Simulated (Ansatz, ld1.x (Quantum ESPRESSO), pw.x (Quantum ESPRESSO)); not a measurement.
**What a changed setting does to a pw.x run (bcc Si)**

Potential: norm-conserving RRKJ (Kleinman–Bylander form), ld1.x (Quantum ESPRESSO) 7.5, PBE; core [Ne], reference 3s2 3p2; waves: 3s (bound): rc 1.45 bohr; 3p (bound): rc 1.85 bohr; 3d channel at 0.25 Ry: rc 1.70 bohr; local part: the d channel; core correction: Bessel-smoothed model core inside 1.00 bohr; rho0 0.01.

The reference run (k-mesh 15³, cutoffs 50/200 Ry, Fermi–Dirac 0.01 Ry, mixing_beta 0.4, conv_thr 1e-9, no spin) gives -0.41 GPa at 14.593 Å³/atom, where all-electron LAPW gives 0.35 GPa. This run, with its own iteration cap, changes degauss to 0.002.

```
&control
  calculation='scf', prefix='x', pseudo_dir='./', outdir='./tmp', tstress=.true., disk_io='none'
/
&system
  ibrav=0, nat=1, ntyp=1, ecutwfc=50, ecutrho=200, nbnd=9,
  occupations='smearing', smearing='fd', degauss=0.002
/
&electrons
  conv_thr=1e-09, mixing_beta=0.4, electron_maxstep=60
/
ATOMIC_SPECIES
Si 1.0 Si.UPF
CELL_PARAMETERS angstrom
  -1.53943562 1.53943562 1.53943562
  1.53943562 -1.53943562 1.53943562
  1.53943562 1.53943562 -1.53943562
ATOMIC_POSITIONS crystal
Si 0.0000 0.0000 0.0000
K_POINTS automatic
15 15 15 0 0 0
```

```bash
pw.x < Si.scf.in > Si.scf.out
```

Task: How does the run end?

Result: It converges in 6 iterations; the free energy moves by +12.0 meV/atom and the pressure by -0.05 GPa. In a metal, with Fermi–Dirac smearing, F lies below its zero-width value by a term in the square of the width.

```
Message from routine setup:
     using ibrav=0 with symmetry is DISCOURAGED, use correct ibrav instead
     lattice parameter (alat)  =       5.0387  a.u.
     unit-cell volume          =      98.4784 (a.u.)^3
     number of electrons       =         4.00
     number of Kohn-Sham states=            9
     kinetic-energy cutoff     =      50.0000  Ry
     charge density cutoff     =     200.0000  Ry
     scf convergence threshold =      1.0E-09
     Exchange-correlation= PBE
     number of k points=   120  Fermi-Dirac smearing, width (Ry)=  0.0020
     iteration #  1     ecut=    50.00 Ry     beta= 0.40
     total energy              =     -18.05486429 Ry
     estimated scf accuracy    <       0.00404590 Ry
     iteration #  2     ecut=    50.00 Ry     beta= 0.40
     total energy              =     -18.05442253 Ry
     estimated scf accuracy    <       0.00117530 Ry
     iteration #  3     ecut=    50.00 Ry     beta= 0.40
     total energy              =     -18.05451369 Ry
     estimated scf accuracy    <       0.00000600 Ry
     iteration #  4     ecut=    50.00 Ry     beta= 0.40
     total energy              =     -18.05451879 Ry
     estimated scf accuracy    <       0.00000006 Ry
     iteration #  5     ecut=    50.00 Ry     beta= 0.40
     total energy              =     -18.05451881 Ry
     estimated scf accuracy    <       0.00000001 Ry
     iteration #  6     ecut=    50.00 Ry     beta= 0.40
     the Fermi energy is    10.4586 ev
!    total energy              =     -18.05451881 Ry
     estimated scf accuracy    <          1.8E-10 Ry
     smearing contrib. (-TS)   =      -0.00007126 Ry
     The total energy is F=E-TS. E is the sum of the following terms:
     one-electron contribution =       4.73215958 Ry
     hartree contribution      =       0.02935004 Ry
     xc contribution           =     -12.80813667 Ry
     ewald contribution        =     -10.00782050 Ry
     convergence has been achieved in   6 iterations
          total   stress  (Ry/bohr**3)                   (kbar)     P=       -4.67
     Message from routine punch:
     Nothing written, as per user request (disk_io='none')
```

The run took about 6.8 s on one core of a shared host (Neoverse-V1, 32 threads, 247 GiB, load 16).
